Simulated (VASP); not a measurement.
Os:

```
Os
1.0
     0.00000    1.91293    1.91293
     1.91293    0.00000    1.91293
     1.91293    1.91293    0.00000
Os
1
Cartesian
  0.0000 0.0000 0.0000
```

This isn't the form of Os at room conditions, which is hcp.

| Property | Result |
| --- | --- |
| Program | VASP 6.6.1 |
| Task | relaxation of cell and atoms |
| Functional | RPBE |
| Potentials or basis | VASP PAW PBE potentials, release 64 (Os) |
| Cutoff | 600 eV |
| k mesh | 18 × 18 × 18 |
| Occupations | gaussian, width 0.1 eV |
| Spin | no spin polarisation |

At the start: pressure 13.8 GPa; volume 14.00 Å³/atom.

How do energy, volume and symmetry change on relaxing?

Over 4 steps the energy falls by 19.5 meV/atom and the volume is 14.47 Å³/atom (+3.4 %); space group Fm-3m (No. 225, to 0.05 Å).

Step by step:
```tsv
step	energy change (eV)	largest force (eV/Å)	pressure (GPa)	volume (Å³)
1	0.0000	0.0000	13.77	14.00
2	0.2617	0.0000	-37.16	16.58
3	-0.0194	0.0000	-0.82	14.50
4	-0.0195	0.0000	-0.03	14.47
```

Final structure:
```
Os
1.0
     0.00000    1.93418    1.93418
     1.93418    0.00000    1.93418
     1.93418    1.93418    0.00000
Os
1
Cartesian
  0.0000 0.0000 0.0000
```

Caveat: the PAW data sets were made with another functional, which shifts forces and pressure a little.
